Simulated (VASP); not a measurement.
# SnO2 (P4_2/mnm) in VASP: band structure with HSE06

Aim: the band structure of SnO2 with HSE06.

Everything below comes from runs of VASP 6.6.1. Logs are shortened: lines on timing, memory, paths and dates and some standing lists are left out, and cuts for length are marked.

## 1. The crystal as given

It takes space group P4_2/mnm (No. 136, tetragonal). Conventional cell: a = 4.738 Å, b = 4.738 Å, c = 3.187 Å, α = 90.00°, β = 90.00°, γ = 90.00°. Around Sn (site symmetry mmm) lie 6 O at 2.05 to 2.06 Å. Around O (site symmetry m2m) lie 3 Sn at 2.05 to 2.06 Å.

## 2. Band structure, HSE06

Contents of POSCAR:

```
SnO2
1.0
    4.7380000000      0.0000000000      0.0000000000
    0.0000000000      4.7380000000      0.0000000000
    0.0000000000      0.0000000000      3.1865000000
Sn O
2 4
Direct
    0.0000000000      0.0000000000      0.0000000000
    0.5000000000      0.5000000000      0.5000000000
    0.3071000000      0.3071000000      0.0000000000
    0.1929000000      0.8071000000      0.5000000000
    0.6929000000      0.6929000000      0.0000000000
    0.8071000000      0.1929000000      0.5000000000
```

Contents of INCAR.step1:

```
  PREC = Accurate
  ENCUT = 520
  EDIFF = 1E-5
  ISMEAR = 0
  SIGMA = 0.02
  LREAL = F
  LASPH = T
  NELM = 80
  ALGO = Normal
  ISIF = 2
  LWAVE = T
  LCHARG = F
  GGA = PE
```

Contents of INCAR.step2:

```
  PREC = Accurate
  ENCUT = 520
  EDIFF = 1E-7
  ISMEAR = 0
  SIGMA = 0.02
  LREAL = F
  LASPH = T
  NELM = 80
  ALGO = Normal
  ISIF = 2
  LWAVE = F
  LCHARG = F
  GGA = PE
  LHFCALC = T
  HFSCREEN = 0.2
  PRECFOCK = Fast
  ISTART = 1
```

Contents of KPOINTS:

```
Automatic mesh
0
Gamma
  4 4 6
```

Contents of KPOINTS_OPT:

```
path GXMGZRAZ,XR,MA
8
line-mode
reciprocal
 0.0000000000  0.0000000000  0.0000000000  G
 0.0000000000  0.5000000000  0.0000000000  X

 0.0000000000  0.5000000000  0.0000000000  X
 0.5000000000  0.5000000000  0.0000000000  M

 0.5000000000  0.5000000000  0.0000000000  M
 0.0000000000  0.0000000000  0.0000000000  G

 0.0000000000  0.0000000000  0.0000000000  G
 0.0000000000  0.0000000000  0.5000000000  Z

 0.0000000000  0.0000000000  0.5000000000  Z
 0.0000000000  0.5000000000  0.5000000000  R

 0.0000000000  0.5000000000  0.5000000000  R
 0.5000000000  0.5000000000  0.5000000000  A

 0.5000000000  0.5000000000  0.5000000000  A
 0.0000000000  0.0000000000  0.5000000000  Z

 0.0000000000  0.5000000000  0.0000000000  X
 0.0000000000  0.5000000000  0.5000000000  R

 0.5000000000  0.5000000000  0.0000000000  M
 0.5000000000  0.5000000000  0.5000000000  A
```

Potentials or basis: VASP PAW PBE potentials, release 64 (Sn_d, O).

Run with:

```
cat potpaw_PBE.64/Sn_d/POTCAR potpaw_PBE.64/O/POTCAR > POTCAR
cp INCAR.step1 INCAR
mpirun -np 1 vasp_std > vasp.out
cp INCAR.step2 INCAR
mpirun -np 1 vasp_std > vasp.out
```

OUTCAR:

```text
PREC = Accurate
   ENCUT = 520
   EDIFF = 1E-7
   ISMEAR = 0
   LREAL = F
   LASPH = T
   NELM = 80
   ISIF = 2
   GGA = PE
   LHFCALC = T
   HFSCREEN = 0.2
   PRECFOCK = Fast
   ISTART = 1

 ion  position               nearest neighbor table
   1  0.000  0.000  0.000-   4 2.05   6 2.05   4 2.05   6 2.05   5 2.06   3 2.06   2 3.71   2 3.71
                             2 3.71   2 3.71   2 3.71   2 3.71   2 3.71   2 3.71
   2  0.500  0.500  0.500-   3 2.05   5 2.05   3 2.05   5 2.05   4 2.06   6 2.06   1 3.71   1 3.71
                             1 3.71   1 3.71   1 3.71   1 3.71   1 3.71   1 3.71
   3  0.307  0.307  0.000-   2 2.05   2 2.05   1 2.06
   4  0.193  0.807  0.500-   1 2.05   1 2.05   2 2.06
   5  0.693  0.693  0.000-   2 2.05   2 2.05   1 2.06
   6  0.807  0.193  0.500-   1 2.05   1 2.05   2 2.06

  LATTYP: Found a simple tetragonal cell.
 ALAT       =     4.7380000000
 C/A-ratio  =     0.6725411566

  Lattice vectors:

 A1 = (   4.7380000000,   0.0000000000,   0.0000000000)
 A2 = (   0.0000000000,   4.7380000000,   0.0000000000)
 A3 = (   0.0000000000,   0.0000000000,   3.1865000000)

Analysis of symmetry for initial positions (statically):
=====================================================================
 Subroutine PRICEL returns:
 Original cell was already a primitive cell.

 Routine SETGRP: Setting up the symmetry group for a
 simple tetragonal supercell.

 Subroutine GETGRP returns: Found 16 space group operations
 (whereof  8 operations were pure point group operations)
 out of a pool of 16 trial point group operations.

The static configuration has the point symmetry D_2h.
 The point group associated with its full space group is D_4h.

Analysis of symmetry for dynamics (positions and initial velocities):
=====================================================================
 Subroutine PRICEL returns:
 Original cell was already a primitive cell.

 Routine SETGRP: Setting up the symmetry group for a
 simple tetragonal supercell.

 Subroutine GETGRP returns: Found 16 space group operations
 (whereof  8 operations were pure point group operations)
 out of a pool of 16 trial point group operations.

The dynamic configuration has the point symmetry D_2h.
 The point group associated with its full space group is D_4h.

 Subroutine INISYM returns: Found 16 space group operations
 (whereof  8 operations are pure point group operations),
 and found     1 'primitive' translations

----------------------------------------------------------------------------------------

                                     Primitive cell

  volume of cell :      71.5326

  direct lattice vectors                    reciprocal lattice vectors
     4.738000000  0.000000000  0.000000000     0.211059519  0.000000000  0.000000000
     0.000000000  4.738000000  0.000000000     0.000000000  0.211059519  0.000000000
     0.000000000  0.000000000  3.186500000     0.000000000  0.000000000  0.313823945

  length of vectors
     4.738000000  4.738000000  3.186500000     0.211059519  0.211059519  0.313823945

  position of ions in fractional coordinates (direct lattice)
     0.000000000  0.000000000  0.000000000
     0.500000000  0.500000000  0.500000000
     0.307100000  0.307100000  0.000000000
     0.192900000  0.807100000  0.500000000
     0.692900000  0.692900000  0.000000000
     0.807100000  0.192900000  0.500000000

  ion indices of the primitive-cell ions
   primitive index   ion index
                 1           1
                 2           2
                 3           3
                 4           4
                 5           5
                 6           6

----------------------------------------------------------------------------------------

 KPOINTS: Automatic mesh

Automatic generation of k-mesh.
 Grid dimensions read from file:
 generate k-points for:    4    4    6

 Generating k-lattice:

  Cartesian coordinates                     Fractional coordinates (reciprocal lattice)
     0.052764880  0.000000000  0.000000000     0.250000000  0.000000000  0.000000000
     0.000000000  0.052764880  0.000000000     0.000000000  0.250000000  0.000000000
     0.000000000  0.000000000  0.052303991     0.000000000  0.000000000  0.166666667

  Length of vectors
     0.052764880  0.052764880  0.052303991

  Shift w.r.t. Gamma in fractional coordinates (k-lattice)
     0.000000000  0.000000000  0.000000000

 Subroutine IBZKPT returns following result:
 ===========================================

 Found     24 irreducible k-points:

 Following reciprocal coordinates:
            Coordinates               Weight
  0.000000  0.000000  0.000000      1.000000
  0.250000  0.000000  0.000000      4.000000
  0.500000  0.000000  0.000000      2.000000
  0.250000  0.250000  0.000000      4.000000
  0.500000  0.250000  0.000000      4.000000
  0.500000  0.500000  0.000000      1.000000
[... 16 lines left out ...]
  0.500000  0.250000  0.500000      4.000000
  0.500000  0.500000  0.500000      1.000000
   k-points           NKPTS =     24   k-points in BZ     NKDIM =     96   number of bands    NBANDS=     31
   number of dos      NEDOS =    301   number of ions     NIONS =      6
   total plane-waves  NPLWV =  31104
   dimension x,y,z NGX =    36 NGY =   36 NGZ =   24
   dimension x,y,z NGXF=    72 NGYF=   72 NGZF=   48
   ions per type =               2   4
   NGX,Y,Z   is equivalent  to a cutoff of  12.63, 12.63, 12.52 a.u.
   NGXF,Y,Z  is equivalent  to a cutoff of  25.26, 25.26, 25.04 a.u.
 SYSTEM =  unknown system
   PREC   = accura    normal or accurate (medium, high low for compatibility)
   ISTART =      1    job   : 0-new  1-cont  2-samecut
   ICHARG =      0    charge: 1-file 2-atom 10-const
   ISPIN  =      1    spin polarized calculation?
   LNONCOLLINEAR =      F non collinear calculations
   LSORBIT =      F    spin-orbit coupling
   LASPH  =      T    aspherical Exc in radial PAW
   ENCUT  =  520.0 eV  38.22 Ry    6.18 a.u.   8.81  8.81  5.92*2*pi/ulx,y,z
   NELM   =     80;   NELMIN=  2; NELMDL=  0     # of ELM steps
   EDIFF  = 0.1E-06   stopping-criterion for ELM
   LREAL  =      F    real-space projection
   EDIFFG = 0.1E-05   stopping-criterion for IOM
   NSW    =      0    number of steps for IOM
   IBRION =     -1    ionic relax: 0-MD 1-quasi-New 2-CG
   NFREE  =      0    steps in history (QN), initial steepest desc. (CG)
   ISIF   =      2    stress and relaxation
   ISYM   =      3    0-nonsym 1-usesym 2-fastsym
   POTIM  = 0.5000    time-step for ionic-motion
   TEBEG  =    0.0;   TEEND  =   0.0 temperature during run
   PSTRESS=    0.0 pullay stress
   NELECT =      52.0000    total number of electrons
   NUPDOWN=      -1.0000    fix difference up-down
   EMIN   =  10.00;   EMAX   =-10.00  energy-range for DOS
   EFERMI =   0.00;   METHOD = LEGACY
   ISMEAR =     0;   SIGMA  =   0.02  broadening in eV -4-tet -1-fermi 0-gaus
   EFERMI_NEDOS =   21; number of points for ismear=-14 and -15
   IALGO  =     38    algorithm
   IMIX   =      1    mixing-type and parameters
     AMIX     =   0.40;   BMIX     =  1.00
     AMIX_MAG =   1.60;   BMIX_MAG =  1.00
  volume/ion in A,a.u.               =      11.92        80.45
  Fermi-wavevector in a.u.,A,eV,Ry     =   1.472000  2.781677 29.480903  2.166785
  Thomas-Fermi vector in A             =   2.587068
   LORBIT       =      0    0 simple, 1 ext, 2 COOP (PROOUT), +10 PAW based schemes
   GGA     = PE    functional components
   LHFCALC =     T    Hartree Fock is set to
   PRECFOCK=fast      Normal, Fast or Accurate (Low or Medium for compatibility)
   ENCUT4O =  -1.0   cutoff for four orbital integrals eV
   NKREDX  =     1    reduce k-point grid by
   NKREDY  =     1    reduce k-point grid by
   NKREDZ  =     1    reduce k-point grid by
   AEXX    =    0.2500 exact exchange contribution
   HFSCREEN=    0.2000 screening length (either q_TF or 0.3 A-1)
   HFSCREENC=   0.2000 screening length for correlation (either q_TF or 0.3 A-1)
   ENCUTFOCK=  -1.0 apply spherical cutoff to Coloumb kernel
   IVDW    =     0    specifies the selected vdW correction
   LEPSILON=     F    determine dielectric tensor
   LRPA    =     F    only Hartree local field effects (RPA)
 non-spin polarized calculation
 Gauss-broadening in eV      SIGMA  =   0.02
  energy-cutoff  :      520.00
  volume of cell :       71.53
 maximum number of plane-waves:      1992
 NGX is ok and might be reduce to    36
  NGX = 20; NGY = 20; NGZ = 14

 number of electron      51.9999993 magnetization

 Free energy of the ion-electron system (eV)
  ---------------------------------------------------
  ext. energy  EPLUGINS =         0.00000000
  ---------------------------------------------------
  free energy    TOTEN  =       -47.47918113 eV

  energy without entropy =      -47.47918113  energy(sigma->0) =      -47.47918113

 E-fermi :   4.8807     XC(G=0):  -9.2103

 val. band max:        4.7815565672   @ k =   0.0000   0.0000   0.0000
 cond. band min:       7.8348987022   @ k =   0.0000   0.0000   0.0000
 fundamental gap:      3.0533421349
 Fermi energy:         4.8807225302

 k-point     1 :       0.0000    0.0000    0.0000
  band No.  band energies     occupation
      1     -17.6966      2.00000
      2     -16.8051      2.00000
      3     -16.4801      2.00000
      4     -16.4801      2.00000
      5     -16.4478      2.00000
      6     -16.3945      2.00000
[... 23 lines left out ...]
     30      13.0403      0.00000
     31      17.1993      0.00000

 k-point     2 :       0.2500    0.0000    0.0000
  band No.  band energies     occupation
      1     -17.5910      2.00000
      2     -16.9409      2.00000
      3     -16.4767      2.00000
      4     -16.4765      2.00000
      5     -16.4565      2.00000
      6     -16.4516      2.00000
[... 23 lines left out ...]
     30      13.5254      0.00000
     31      17.8345      0.00000

 k-point     3 :       0.5000    0.0000    0.0000
  band No.  band energies     occupation
      1     -17.2978      2.00000
      2     -17.2978      2.00000
      3     -16.4730      2.00000
      4     -16.4730      2.00000
      5     -16.4634      2.00000
      6     -16.4634      2.00000
[... 703 lines left out ...]
     30      15.5727      0.00000
     31      18.0405      0.00000

 k-point    24 :       0.5000    0.5000    0.5000
  band No.  band energies     occupation
      1     -17.4328      2.00000
      2     -17.4328      2.00000
      3     -16.8782      2.00000
      4     -16.8782      2.00000
      5     -16.2821      2.00000
      6     -16.2821      2.00000
[... 23 lines left out ...]
     30      15.6494      0.00000
     31      18.1831      0.00000

------------------------ aborting loop because EDIFF is reached ----------------------------------------

  FORCE on cell =-STRESS in cart. coord.  units (eV):
  Direction    XX          YY          ZZ          XY          YZ          ZX
  --------------------------------------------------------------------------------------
  -------------------------------------------------------------------------------------
  Total        1.1031748      1.1031748      1.2713347      0.0000000      0.0000000      0.0000000
  in kB       24.7087554     24.7087554     28.4751783      0.0000000      0.0000000      0.0000000
  external PRESSURE =      25.9642297 kB  Pullay stress =       0.0000000 kB

 VOLUME and BASIS-vectors are now :
 -----------------------------------------------------------------------------
  energy-cutoff  :      520.00
  volume of cell :       71.53
      direct lattice vectors                 reciprocal lattice vectors
     4.738000000  0.000000000  0.000000000     0.211059519  0.000000000  0.000000000
     0.000000000  4.738000000  0.000000000     0.000000000  0.211059519  0.000000000
     0.000000000  0.000000000  3.186500000     0.000000000  0.000000000  0.313823945

 POSITION                                       TOTAL-FORCE (eV/Angst)
 -----------------------------------------------------------------------------------
      0.00000      0.00000      0.00000         0.000000      0.000000      0.000000
      2.36900      2.36900      1.59325         0.000000      0.000000      0.000000
      1.45504      1.45504      0.00000        -0.140522     -0.140522     -0.000000
      0.91396      3.82404      1.59325         0.140522     -0.140522      0.000000
      3.28296      3.28296      0.00000         0.140522      0.140522      0.000000
      3.82404      0.91396      1.59325        -0.140522      0.140522     -0.000000
 -----------------------------------------------------------------------------------
    total drift:                               -0.000018     -0.000027     -0.000006

  FREE ENERGIE OF THE ION-ELECTRON SYSTEM (eV)
  ---------------------------------------------------
  free  energy   TOTEN  =       -47.4791811267 eV

  energy  without entropy=      -47.4791811267  energy(sigma->0) =      -47.47918113
```

Run time: 2.9 h. Hardware: 1 thread of Intel Xeon 6975P-C (Granite Rapids), shared host; peak memory 0.4 GiB.

Results:

```yaml
Free_energy: -47.4792 eV
Pressure: 2.6 GPa
Largest_force: 0.199 eV/Å
Band_gap_on_the_k_mesh: 3.05 eV, direct
Band_gap_along_the_path: 3.05 eV, direct
```

Forces in eV/Å, atoms in the order of the input:
```
Sn   0.000  0.000  0.000
Sn   0.000  0.000  0.000
O   -0.141 -0.141  0.000
O    0.141 -0.141  0.000
O    0.141  0.141  0.000
O   -0.141  0.141  0.000
```

Stress tensor (GPa, compression positive):
```
2.47 0.00 0.00
0.00 2.47 0.00
0.00 0.00 2.85
```

Levels at the corners of the path, in eV from the valence-band top:
| point | band 23 | band 24 | band 25 | band 26 | band 27 | band 28 | band 29 | band 30 |
| --- | --- | --- | --- | --- | --- | --- | --- | --- |
| Γ | -1.03 | -0.71 | -0.71 | 0.00 | 3.05 | 8.21 | 8.26 | 8.26 |
| X | -0.97 | -0.97 | -0.60 | -0.60 | 6.37 | 6.37 | 9.04 | 9.04 |
| X | -0.97 | -0.97 | -0.60 | -0.60 | 6.37 | 6.37 | 9.04 | 9.04 |
| M | -1.11 | -1.11 | -0.98 | -0.98 | 6.84 | 6.84 | 9.50 | 9.50 |
| M | -1.11 | -1.11 | -0.98 | -0.98 | 6.84 | 6.84 | 9.50 | 9.50 |
| Γ | -1.03 | -0.71 | -0.71 | 0.00 | 3.05 | 8.21 | 8.26 | 8.26 |
| Γ | -1.03 | -0.71 | -0.71 | 0.00 | 3.05 | 8.21 | 8.26 | 8.26 |
| Z | -1.77 | -1.77 | -1.36 | -1.36 | 8.41 | 8.41 | 11.87 | 11.87 |
| Z | -1.77 | -1.77 | -1.36 | -1.36 | 8.41 | 8.41 | 11.87 | 11.87 |
| R | -1.16 | -1.16 | -0.50 | -0.50 | 8.70 | 8.70 | 10.10 | 10.10 |
| R | -1.16 | -1.16 | -0.50 | -0.50 | 8.70 | 8.70 | 10.10 | 10.10 |
| A | -0.97 | -0.97 | -0.91 | -0.91 | 6.93 | 6.93 | 10.87 | 10.87 |
| A | -0.97 | -0.97 | -0.91 | -0.91 | 6.93 | 6.93 | 10.87 | 10.87 |
| Z | -1.77 | -1.77 | -1.36 | -1.36 | 8.41 | 8.41 | 11.87 | 11.87 |
| X | -0.97 | -0.97 | -0.60 | -0.60 | 6.37 | 6.37 | 9.04 | 9.04 |
| R | -1.16 | -1.16 | -0.50 | -0.50 | 8.70 | 8.70 | 10.10 | 10.10 |
| M | -1.11 | -1.11 | -0.98 | -0.98 | 6.84 | 6.84 | 9.50 | 9.50 |
| A | -0.97 | -0.97 | -0.91 | -0.91 | 6.93 | 6.93 | 10.87 | 10.87 |

Caveat: the PAW data sets were made with another functional, which shifts forces and pressure a little; spin-orbit coupling is left out, which moves the levels of the heavy elements.
